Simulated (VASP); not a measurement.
A run of VASP 6.6.1:

The input INCAR:

```
SYSTEM = KF
ALGO = Normal
EDIFF = 1E-7
EDIFFG = -0.01
ENCUT = 300
GGA = PE
IBRION = 2
ISIF = 2
ISMEAR = 0
LASPH = .True.
LCHARG = .False.
LREAL = .False.
LWAVE = .False.
NELM = 80
NSW = 40
PREC = Accurate
SIGMA = 0.03
```

KPOINTS

```
k-points
0
Gamma
  5 5 5
  0 0 0
```

The input POSCAR:

```
KF                                      
1.0
    0.0000000000      2.6493353365      2.6493353365
    2.6493353365      0.0000000000      2.6493353365
    2.6493353365      2.6493353365     -0.0000000000
  K               F             
     1     1
Direct
     0.0000000000000000    0.0000000000000000    1.0000000000000000
     0.5000000000000000    0.5000000000000000    0.5000000000000000
```

Potentials or basis: VASP PAW PBE potentials, release 64 (K_sv, F_s).

Command:

```bash
$ cat potpaw_PBE.64/K_sv/POTCAR potpaw_PBE.64/F_s/POTCAR > POTCAR
$ mpirun -np 1 vasp_std > vasp.out
```

Hardware: 1 thread of AMD EPYC 7R13 Processor (Zen 3), with other jobs on the host.

Problem. How long does it take, and how much memory?

Solution. It took 4.6 s on 1 thread of AMD EPYC 7R13 Processor (Zen 3), with other jobs on the host, peak memory 0.1 GiB. Counts: scf iterations 15, k points 10, ion steps 1.
